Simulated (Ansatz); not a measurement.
A 2-atom cell of KBr started from a crystallographic database (r2SCAN geometry), in Ansatz:

```
CELL_PARAMETERS angstrom
0.00000 3.30244 3.30244
3.30244 0.00000 3.30244
3.30244 3.30244 0.00000
ATOMIC_POSITIONS crystal
K 0.00000 0.00000 0.00000
Br 0.50000 0.50000 0.50000
```

G0W0@PBE with 395 empty bands, a screening cutoff of 180 eV and a 4×4×4 mesh (PAW, contour deformation) gives 7.027 eV over the mesh points, from a PBE gap of 4.429 eV; it sums over 403 bands with 411 plane waves in the screening and a wave cutoff of 420 eV. G0W0 values are finite-basis, finite-mesh values. The values are computed, spin-unpolarised, and not measurements.

Task: Estimate the gap with starting point HSE06.

Result: 7.591 eV (+0.564 eV), from a Kohn-Sham gap of 5.596 eV.

Task: Estimate the gap with empty bands 766, screening cutoff 260 eV.

Result: 7.077 eV (+0.050 eV), from a Kohn-Sham gap of 4.429 eV.

Task: Estimate the gap with potentials of the kind norm-conserving, with them a wave cutoff of 850 eV.

Result: 6.961 eV (-0.066 eV), from a Kohn-Sham gap of 4.428 eV.

Task: Another run gave a Kohn-Sham gap of 5.070 eV and a G0W0 gap of 7.347 eV, summing over 403 bands with 411 plane waves in the screening and a wave cutoff of 500 eV. What was changed?

Result: Starting point r2SCAN, with them a wave cutoff of 500 eV. The Kohn-Sham gap has moved while bands and screening basis stay; the higher wave cutoff is that of a meta-GGA.

Spin-orbit coupling is left out.
